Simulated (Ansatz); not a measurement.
Space group F-43m (No. 216). a = 6.197 Å, b = 6.197 Å, c = 6.197 Å, α = 90.00°, β = 90.00°, γ = 90.00°
```json
{"atom": "Cd", "site": "4a", "symmetry": "-43m", "x": "0.0000", "y": "0.0000", "z": "0.0000"}
{"atom": "Se", "site": "4d", "symmetry": "-43m", "x": "0.2500", "y": "0.2500", "z": "0.7500"}
```

Equation of state of this CdSe structure (not necessarily the ground state), with shape and atoms relaxed at each volume where symmetry leaves them free. Level of theory: Ansatz, DFT PBE, scalar-relativistic, plane waves, PAW.

Cutoff 420 eV; k points 10×10×10 on the computed 2-atom cell (Γ-centred); Gaussian smearing, width 0.02 eV; no spin polarisation.

| V (Å³/atom) | E − E(largest V) (meV/atom) | P (GPa) | gap on mesh (eV) |
| --- | --- | --- | --- |
| 26.176 | 40.67 | 7.68 | 0.75 |
| 27.068 | 4.89 | 5.23 | 0.69 |
| 27.961 | -18.37 | 3.18 | 0.62 |
| 28.853 | -31.10 | 1.44 | 0.56 |
| 29.745 | -34.95 | -0.02 | 0.49 |
| 30.638 | -31.32 | -1.25 | 0.43 |
| 31.530 | -21.38 | -2.29 | 0.37 |
| 32.720 | 0.00 | -3.42 | 0.30 |

Problem. Fit a third-order Birch–Murnaghan equation, E = E0 + (9V0B0/16)·[(x − 1)³B0' + (x − 1)²(6 − 4x)] with x = (V0/V)^(2/3), to E(V).

Solution. V0 = 29.73 Å³/atom, B0 = 45 GPa, B0' = 4.7.

It was relaxed from a Materials Project cell.
